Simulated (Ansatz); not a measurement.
(001) slab cut from the bulk of Te2Pt, 15 Å of vacuum:

```
CELL_PARAMETERS angstrom
4.05334 0.00000 0.00000
-2.02667 3.51030 0.00000
0.00000 0.00000 22.81016
ATOMIC_POSITIONS crystal
Te 0.66667 0.33333 0.32880
Pt 0.00000 0.00000 0.38841
Te 0.33333 0.66667 0.44801
Te 0.66667 0.33333 0.55199
Pt 0.00000 0.00000 0.61159
Te 0.33333 0.66667 0.67120
```

These are results of DFT PBE+D3(BJ), scalar-relativistic, plane waves, PAW (Ansatz), not measurements. Plane waves to 420 eV, a k mesh through Γ of 9×9×1 on the computed 6-atom cell and Gaussian smearing (0.10 eV); no spin polarisation. The cell repeats along c with a dipole correction in the vacuum.

This base run converges in 7 iterations with a largest force of 0.262 eV/Å and a work function of 4.22 eV on the top face.

Settings are then changed, some of them on purpose to poor values; changes count from the base run, and γ keeps the base's bulk energy.

Task: What does each change do? k mesh 4×4×1; cutoff 700 eV; cutoff 300 eV; cutoff 360 eV; n_extra_bands = 1; field of -0.3 V/Å along c; occupations cold 0.2 eV; field of 0.6 V/Å along c.

Result: 
| change | outcome | SCF iterations | ΔE at zero smearing (meV/atom) | Δγ (J/m²) | Δφ top (eV) | largest force (eV/Å) |
| --- | --- | --- | --- | --- | --- | --- |
| k mesh 4×4×1 | converged | 7 | +0.9 | +0.003 | +0.20 | 0.267 |
| cutoff 700 eV | converged | 7 | -1.7 |  | 0.00 | 0.262 |
| cutoff 300 eV | converged (cutoff below recommended) | 7 | +91.8 |  | +0.01 | 0.258 |
| cutoff 360 eV | converged (cutoff below recommended) | 7 | +2.2 |  | 0.00 | 0.262 |
| n_extra_bands = 1 | not converged | 42 |  |  |  |  |
| field of -0.3 V/Å along c | converged | 9 | -6.2 |  |  | 0.269 |
| occupations cold 0.2 eV | converged | 7 | -1.4 | -0.005 | +0.03 | 0.256 |
| field of 0.6 V/Å along c | converged | 10 | -24.8 |  |  | 0.276 |

Settings at which electrons spill into the vacuum are left out.

Spin-orbit coupling is left out, which matters for the bands of heavy elements.
